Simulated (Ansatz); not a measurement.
BN:

```
N B
1.0
     2.49824    0.00000    0.00000
    -1.24912    2.16354    0.00000
     0.00000    0.00000    6.63570
N B
2 2
Direct
  0.66667 0.33333 0.25000
  0.33333 0.66667 0.75000
  0.66667 0.33333 0.75000
  0.33333 0.66667 0.25000
```

Program: Ansatz 0.2.0. Alike in all runs: no spin polarisation; cell as given; k mesh 12 × 12 × 4; smearing fermi-dirac 0.05 eV. Hardware: 2 threads of Arm Neoverse V1, with other jobs on the host.

Question: Order these runs on this cell by their wall time, lowest first.
A. task band structure; level PBEsol; potentials or basis Ansatz PAW; cutoff (eV) 420; points for each segment of the path 14
B. task single point; level PBE; potentials or basis Ansatz PAW; cutoff (eV) 350
C. task band structure; level PBE; potentials or basis Ansatz PAW earlier set; cutoff (eV) 900; points for each segment of the path 14

Answer: B (0.98 s), A (2.1 s), C (7.5 s).

Caveats: the cutoff lies under the one recommended for these potentials (some runs).
